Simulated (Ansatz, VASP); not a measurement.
## Two plane-wave programs on Ge

```
Ge
1.0
     0.00000    2.86624    2.82084
     2.86624    0.00000    2.82084
     2.86624    2.86624    0.00000
Ge
2
Direct
  0.00000 0.00000 0.00000
  0.25000 0.25000 0.25000
```

Change from the starting cell: strained cell.

Alike in both runs: functional PBEsol; k mesh 10 × 10 × 10; occupations gaussian, width 0.1 eV; no spin polarisation.

Ansatz relaxed the structure, and its values are those at the end. VASP's run is a single point on that final structure, the one shown.

|  | VASP | Ansatz |
| --- | --- | --- |
| version | VASP 6.6.1 | Ansatz 0.2.0 |
| potentials or method | VASP PAW PBE potentials, release 64 (Ge_d) | scalar-relativistic, plane waves, PAW |
| plane-wave cutoff (eV) | 520 | 600 |
| valence electrons in the cell | 28 | 28 |

VASP gave:

| Item | Value |
| --- | --- |
| gap on the k mesh at the Fermi level (eV) | 0.09 |
| least direct gap on the mesh (eV) | 0.12 |
| pressure (GPa) | -1.3 |

Question: Which values does Ansatz return?

Answer: gap on the k mesh at the Fermi level (eV): 0.08; least direct gap on the mesh (eV): 0.12; pressure (GPa): -0.9.

Ansatz warned: «stress_scf_threshold_loose».

Caveats: the PAW data sets were made with another functional, which shifts forces and pressure a little (VASP).
